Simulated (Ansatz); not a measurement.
**Mo (simple hexagonal type): how the settings move a single-point run**

How sensitive is a single-point run of Mo (simple hexagonal type) to its settings? A reference run comes first, then one run with altered input.

Method: reference: DFT, PBE, PAW with Ansatz's default frozen-core files, scalar-relativistic, in Ansatz 0.2.0.

1 further run of the same task is left out (set aside as unsound or not needed).

### Step 1. Starting point

It takes space group P6/mmm (No. 191, hexagonal). The conventional cell has a = 2.626 Å, b = 2.626 Å, c = 2.390 Å, α = 90.00°, β = 90.00°, γ = 120.00°. Around Mo (site symmetry 6/mmm) lie 8 Mo at 2.39 to 2.63 Å.

Coordinates:

```
CELL_PARAMETERS angstrom
2.62622 0.00000 0.00000
-1.31311 2.27438 0.00000
0.00000 0.00000 2.39048
ATOMIC_POSITIONS crystal
Mo 0.00000 0.00000 0.00000
```

### Step 2. The reference run

The input, input.yaml:

```yaml
crystal:
  lattice:
    - [2.6262234165, 0.0, 0.0]
    - [-1.3131117082, 2.2743761947, 0.0]
    - [0.0, 0.0, 2.390477684]
  atoms:
    - { symbol: Mo, position: [0.0, 0.0, 0.0] }
kpoints:
  mp_grid: { grid: [18, 18, 16] }
scf:
  occupations: { method: fermi_dirac, width: 0.08 }
hamiltonian:
  xc: pbe
  pseudopotentials: { kind: paw }
output:
  forces: true
  stress: true
  eigenvalues: true
  populations: true
```

Started as:

```console
$ ansatz run input.yaml --threads 1 --pin off --max-ram 2048MiB --backend cpu --events-out ev --progress --plain --runs-dir out
```

### Step 3. Changed: mp_grid.grid [27, 27, 24], occupations.width 0.3

input.yaml: that of step 2 with these lines changed.

```diff
@@ -8,5 +8,5 @@
 kpoints:
-  mp_grid: { grid: [18, 18, 16] }
+  mp_grid: { grid: [27, 27, 24] }
 scf:
-  occupations: { method: fermi_dirac, width: 0.08 }
+  occupations: { method: fermi_dirac, width: 0.3 }
 hamiltonian:
```

Q: Predict the outcome of this session. Wanted: for each run, ending; energy change; pressure; gap; force.

The runs gave:

```csv
run,ending,energy change,pressure (GPa),gap (eV),force (eV/Å),cycles,time
reference,converged,0,47.0,0.00,0.00,6,3 s
"1: mp_grid.grid [27, 27, 24], occupations.width 0.3",converged,+2.8 meV/atom (σ→0),48.9,0.00,0.00,6,8.3 s
```

Residual by cycle in the longest SCF loop of each run; runs are numbered as in the table. The quantity is the density residual dr2, in eV.

```csv
cycle,reference,run 1
1,0.00153,0.00149
2,3.7e-4,3.8e-4
3,4.0e-6,6.1e-6
4,9.2e-7,9.1e-7
5,2.1e-8,1.5e-7
6,1.7e-10,8.4e-9
```

What this shows: Changing the k-point mesh and smearing moves the energy by +2.8 meV/atom (σ→0 values), and the pressure goes from 47.0 to 48.9 GPa. More than one kind of setting changed, and this run alone doesn't tell their shares apart. Cost: 8.3 s against 3 s. The structure is not at rest: the sound run finds 47 GPa, so these are no properties of the relaxed crystal. 
